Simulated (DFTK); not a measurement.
Crystal: MgO.

```xyz
2
Lattice="0.0000 2.0970 2.0970 2.0970 0.0000 2.0970 2.0970 2.0970 0.0000" Properties=species:S:1:pos:R:3 pbc="T T T"
Mg    0.0000    0.0000    0.0000
O     2.0970    2.0970    2.0970
```

The cell is a database's computed one.

Base run:

| Item | Value |
| --- | --- |
| Program | DFTK 0.8.2 |
| Functional | BJ06 |
| Potentials or basis | SG15 1.2 (PBE) |
| Cutoff | 1225 eV |
| k mesh | 11 × 11 × 11 |
| Occupations | fermi-dirac, width 0.05 eV |
| Spin | no spin polarisation |

Its results: band gap on the k mesh 5.76 eV, direct.

**Question.** The run is repeated on the same cell with these changes: functional from BJ06 to r2SCAN. What comes out?

**Answer.** Band gap on the k mesh 5.66 eV, direct.

Caveats: the program leaves the constant c of mgga_x_tb09 at 1, so the potential is Becke-Johnson's (BJ06) and not Tran and Blaha's, with levels but no total energy (some runs).

Not every run made on this cell is shown here.
